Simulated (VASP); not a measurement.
A run of VASP 6.6.1 is set up as follows.

Contents of INCAR:

```
PREC = Accurate ; ENCUT = 520
EDIFF = 1E-6 ; ISMEAR = -1
SIGMA = 0.05 ; LREAL = F
LASPH = T ; NELM = 60
ALGO = Normal ; ISIF = 2
LWAVE = F ; LCHARG = F
METAGGA = R2SCAN ; LMIXTAU = T
NBANDS = 16
```

File KPOINTS:

```
Automatic mesh
0
Gamma
  8 8 8
```

POSCAR

```
CuI
1.0
    0.0000000000      3.0315000000      3.0315000000
    3.0315000000      0.0000000000      3.0315000000
    3.0315000000      3.0315000000      0.0000000000
Cu I
1 1
Direct
    0.7500000000      0.7500000000      0.7500000000
    0.0000000000      0.0000000000      0.0000000000
```

Potentials or basis: VASP PAW PBE potentials, release 64 (Cu, I).

The run is started by

```bash
$ cat potpaw_PBE.64/Cu/POTCAR potpaw_PBE.64/I/POTCAR > POTCAR
$ mpirun -np 1 vasp_std > vasp.out
```

Q: What does it give for the pressure?

A: -0.8 GPa.

Q: What does it give for the band gap on the k mesh?

A: 1.62 eV, direct.

Caveat: the PAW data sets were made with another functional, which shifts forces and pressure a little; spin-orbit coupling is left out, which moves the levels of the heavy elements. r2SCAN opens gaps a little over a GGA but as a rule still falls short of measured ones.
